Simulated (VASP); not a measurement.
# Cr (P6_3/mmc) in VASP: notebook, part 2 of 2

VASP 6.6.1. The steps go on from the part before.

## Step 3: Single point, revPBE

This run uses another cell than the first one, of 12.60 Å³/atom, 1.040 times its volume.

Input file INCAR:

```
SYSTEM = Cr
PREC     = Accurate       ! precision mode
ENCUT    = 520            ! plane-wave cutoff, eV
EDIFF    = 1E-7           ! SCF threshold, eV
ISMEAR   = -1             ! smearing method
SIGMA    = 0.1            ! smearing width, eV
LREAL    = .FALSE.        ! projectors in reciprocal space
LASPH    = .TRUE.         ! aspherical terms in the spheres
NELM     = 100            ! most SCF steps
ALGO     = Normal         ! electronic algorithm
ISIF     = 2              ! what is computed and relaxed
LWAVE    = .FALSE.        ! write WAVECAR
LCHARG   = .TRUE.         ! write CHGCAR
GGA      = RE             ! functional
LELF     = .TRUE.         ! ELF
LVHAR    = .TRUE.       
NBANDS   = 19             ! bands
```

Input file KPOINTS:

```
regular mesh
0
G
  16 16 8
  0 0 0
```

Input file POSCAR:

```
Cr
1.0
    2.5349637386      0.0000000000      0.0000000000
   -1.2674818693      2.1953429953      0.0000000000
    0.0000000000      0.0000000000      4.5277013025
Cr
2
Direct
    0.3333333333      0.6666666667      0.2500000000
    0.6666666667      0.3333333333      0.7500000000
```

Potentials or basis: VASP PAW PBE potentials, release 64 (Cr_pv).

Run with:

```bash
cat potpaw_PBE.64/Cr_pv/POTCAR > POTCAR
mpirun -np 1 vasp_std > vasp.out
```

OUTCAR:

```text
SYSTEM = Cr
   PREC = Accurate
   ENCUT = 520
   EDIFF = 1E-7
   ISMEAR = -1
   LREAL = .FALSE.
   LASPH = .TRUE.
   NELM = 100
   ISIF = 2
   GGA = RE

 ion  position               nearest neighbor table
   1  0.333  0.667  0.250-   2 2.70   2 2.70   2 2.70   2 2.70   2 2.70   2 2.70
   2  0.667  0.333  0.750-   1 2.70   1 2.70   1 2.70   1 2.70   1 2.70   1 2.70

  LATTYP: Found a hexagonal cell.
 ALAT       =     2.5349637386
 C/A-ratio  =     1.7861010134

  Lattice vectors:

 A1 = (   2.5349637386,   0.0000000000,   0.0000000000)
 A2 = (  -1.2674818693,   2.1953429953,   0.0000000000)
 A3 = (   0.0000000000,   0.0000000000,   4.5277013025)

Analysis of symmetry for initial positions (statically):
=====================================================================
 Subroutine PRICEL returns:
 Original cell was already a primitive cell.

 Routine SETGRP: Setting up the symmetry group for a
 hexagonal supercell.

 Subroutine GETGRP returns: Found 24 space group operations
 (whereof 12 operations were pure point group operations)
 out of a pool of 24 trial point group operations.

The static configuration has the point symmetry D_3d.
 The point group associated with its full space group is D_6h.

Analysis of symmetry for dynamics (positions and initial velocities):
=====================================================================
 Subroutine PRICEL returns:
 Original cell was already a primitive cell.

 Routine SETGRP: Setting up the symmetry group for a
 hexagonal supercell.

 Subroutine GETGRP returns: Found 24 space group operations
 (whereof 12 operations were pure point group operations)
 out of a pool of 24 trial point group operations.

The dynamic configuration has the point symmetry D_3d.
 The point group associated with its full space group is D_6h.

 Subroutine INISYM returns: Found 24 space group operations
 (whereof 12 operations are pure point group operations),
 and found     1 'primitive' translations

----------------------------------------------------------------------------------------

                                     Primitive cell

  volume of cell :      25.1972

  direct lattice vectors                    reciprocal lattice vectors
     2.534963739  0.000000000  0.000000000     0.394482960  0.227754843  0.000000000
    -1.267481869  2.195342995  0.000000000     0.000000000  0.455509687  0.000000000
     0.000000000  0.000000000  4.527701302     0.000000000  0.000000000  0.220862626

  length of vectors
     2.534963739  2.534963739  4.527701302     0.455509687  0.455509687  0.220862626

  position of ions in fractional coordinates (direct lattice)
     0.333333333  0.666666667  0.250000000
     0.666666667  0.333333333  0.750000000

  ion indices of the primitive-cell ions
   primitive index   ion index
                 1           1
                 2           2

----------------------------------------------------------------------------------------

 KPOINTS: regular mesh

Automatic generation of k-mesh.
 Grid dimensions read from file:
 generate k-points for:   16   16    8

 Generating k-lattice:

  Cartesian coordinates                     Fractional coordinates (reciprocal lattice)
     0.024655185  0.014234678  0.000000000     0.062500000  0.000000000  0.000000000
     0.000000000  0.028469355  0.000000000     0.000000000  0.062500000  0.000000000
     0.000000000  0.000000000  0.027607828     0.000000000  0.000000000  0.125000000

  Length of vectors
     0.028469355  0.028469355  0.027607828

  Shift w.r.t. Gamma in fractional coordinates (k-lattice)
     0.000000000  0.000000000  0.000000000

 Subroutine IBZKPT returns following result:
 ===========================================

 Found    150 irreducible k-points:

 Following reciprocal coordinates:
            Coordinates               Weight
  0.000000  0.000000  0.000000      1.000000
  0.062500 -0.000000  0.000000      6.000000
  0.125000 -0.000000  0.000000      6.000000
  0.187500  0.000000  0.000000      6.000000
  0.250000 -0.000000  0.000000      6.000000
  0.312500 -0.000000  0.000000      6.000000
[... 16 lines left out ...]
  0.187500  0.187500  0.000000      6.000000
  0.250000  0.187500  0.000000     12.000000
 [... further k-points ...]
   k-points           NKPTS =    150   k-points in BZ     NKDIM =    150   number of bands    NBANDS=     19
   number of dos      NEDOS =    301   number of ions     NIONS =      2
   total plane-waves  NPLWV =  14400
   dimension x,y,z NGX =    20 NGY =   20 NGZ =   36
   dimension x,y,z NGXF=    40 NGYF=   40 NGZF=   72
   ions per type =               2
   NGX,Y,Z   is equivalent  to a cutoff of  13.12, 13.12, 13.22 a.u.
   NGXF,Y,Z  is equivalent  to a cutoff of  26.23, 26.23, 26.44 a.u.
 SYSTEM =  Cr
   PREC   = accura    normal or accurate (medium, high low for compatibility)
   ISTART =      0    job   : 0-new  1-cont  2-samecut
   ICHARG =      2    charge: 1-file 2-atom 10-const
   ISPIN  =      1    spin polarized calculation?
   LNONCOLLINEAR =      F non collinear calculations
   LSORBIT =      F    spin-orbit coupling
   LASPH  =      T    aspherical Exc in radial PAW
   ENCUT  =  520.0 eV  38.22 Ry    6.18 a.u.   4.71  4.71  8.42*2*pi/ulx,y,z
   NELM   =    100;   NELMIN=  2; NELMDL= -5     # of ELM steps
   EDIFF  = 0.1E-06   stopping-criterion for ELM
   LREAL  =      F    real-space projection
   EDIFFG = 0.1E-05   stopping-criterion for IOM
   NSW    =      0    number of steps for IOM
   IBRION =     -1    ionic relax: 0-MD 1-quasi-New 2-CG
   NFREE  =      0    steps in history (QN), initial steepest desc. (CG)
   ISIF   =      2    stress and relaxation
   ISYM   =      2    0-nonsym 1-usesym 2-fastsym
   POTIM  = 0.5000    time-step for ionic-motion
   TEBEG  =    0.0;   TEEND  =   0.0 temperature during run
   PSTRESS=    0.0 pullay stress
   NELECT =      24.0000    total number of electrons
   NUPDOWN=      -1.0000    fix difference up-down
   EMIN   =  10.00;   EMAX   =-10.00  energy-range for DOS
   EFERMI =   0.00;   METHOD = LEGACY
   ISMEAR =    -1;   SIGMA  =   0.10  broadening in eV -4-tet -1-fermi 0-gaus
   EFERMI_NEDOS =   21; number of points for ismear=-14 and -15
   IALGO  =     38    algorithm
   IMIX   =      4    mixing-type and parameters
     AMIX     =   0.40;   BMIX     =  1.00
     AMIX_MAG =   1.60;   BMIX_MAG =  1.00
  volume/ion in A,a.u.               =      12.60        85.02
  Fermi-wavevector in a.u.,A,eV,Ry     =   1.610749  3.043875 35.300495  2.594513
  Thomas-Fermi vector in A             =   2.706250
   LORBIT       =      0    0 simple, 1 ext, 2 COOP (PROOUT), +10 PAW based schemes
   GGA     = RE    functional components
   LHFCALC =     F    Hartree Fock is set to
   AEXX    =    0.0000 exact exchange contribution
   IVDW    =     0    specifies the selected vdW correction
   LEPSILON=     F    determine dielectric tensor
   LRPA    =     F    only Hartree local field effects (RPA)
 non-spin polarized calculation
  energy-cutoff  :      520.00
  volume of cell :       25.20
 maximum number of plane-waves:       690
 NGX is ok and might be reduce to    20
   NGX =  9   NGY =  9   NGZ = 17

 number of electron      23.9999986 magnetization

 Free energy of the ion-electron system (eV)
  ---------------------------------------------------
  ext. energy  EPLUGINS =         0.00000000
  ---------------------------------------------------
  free energy    TOTEN  =       -17.42988740 eV

  energy without entropy =      -17.31625112  energy(sigma->0) =      -17.37306926

 E-fermi :   9.7200     XC(G=0): -13.0689

 val. band max:        9.7177243434   @ k =   0.3750   0.0000   0.3750
 cond. band min:       9.7227066297   @ k =   0.3750   0.1250   0.1250
 fundamental gap:      0.0049822863
 Fermi energy:         9.7200475627

 k-point     1 :       0.0000    0.0000    0.0000
  band No.  band energies     occupation
      1     -33.5425      2.00000
      2     -32.9938      2.00000
      3     -32.8486      2.00000
      4     -32.8486      2.00000
      5     -32.7951      2.00000
      6     -32.7951      2.00000
[... 11 lines left out ...]
     18      11.7437      0.00000
     19      17.0472      0.00000

 k-point     2 :       0.0625   -0.0000    0.0000
  band No.  band energies     occupation
      1     -33.5338      2.00000
      2     -32.9947      2.00000
      3     -32.8755      2.00000
      4     -32.8560      2.00000
      5     -32.8225      2.00000
      6     -32.8001      2.00000
[... 476 lines left out ...]
 k-point    24 :       0.2500    0.1875    0.0000
  band No.  band energies     occupation
      1     -33.3756      2.00000
      2     -33.3429      2.00000
      3     -33.3002      2.00000
      4     -33.0749      2.00000
      5     -33.0514      2.00000
      6     -33.0101      2.00000
[... 11 lines left out ...]
     18      17.1539      0.00000
     19      17.1658      0.00000

 [... further k-points ...]
[... 5 lines left out ...]
  --------------------------------------------------------------------------------------
  -------------------------------------------------------------------------------------
  Total       -1.3698480     -1.3698480     -1.2219671      0.0000000     -0.0000000      0.0000000
  in kB      -87.1025855    -87.1025855    -77.6994971      0.0000000     -0.0000000      0.0000000
  external PRESSURE =     -83.9682227 kB  Pullay stress =       0.0000000 kB

 VOLUME and BASIS-vectors are now :
 -----------------------------------------------------------------------------
  energy-cutoff  :      520.00
  volume of cell :       25.20
      direct lattice vectors                 reciprocal lattice vectors
     2.534963739  0.000000000  0.000000000     0.394482960  0.227754843  0.000000000
    -1.267481869  2.195342995  0.000000000     0.000000000  0.455509687  0.000000000
     0.000000000  0.000000000  4.527701302     0.000000000  0.000000000  0.220862626

 POSITION                                       TOTAL-FORCE (eV/Angst)
 -----------------------------------------------------------------------------------
     -0.00000      1.46356      1.13193         0.000000     -0.000000      0.000000
      1.26748      0.73178      3.39578        -0.000000      0.000000      0.000000
 -----------------------------------------------------------------------------------
    total drift:                                0.000000     -0.000000      0.000000

  FREE ENERGIE OF THE ION-ELECTRON SYSTEM (eV)
  ---------------------------------------------------
  free  energy   TOTEN  =       -17.4298873980 eV

  energy  without entropy=      -17.3162511161  energy(sigma->0) =      -17.37306926
```

Run time: 43 s. Hardware: 1 thread of AMD EPYC 9R45 (Zen 5), shared host; peak memory 0.15 GiB.

Results:

```
Free energy            : -17.4299 eV
Pressure               : -8.4 GPa
Band gap on the k mesh : none (metal or under the smearing width)
```

Caveat: the PAW data sets were made with another functional, which shifts forces and pressure a little; the run has no spin polarisation, though such a crystal can be magnetic. Spin polarisation is off, so any magnetic state and its effect on volume and gap are missing.
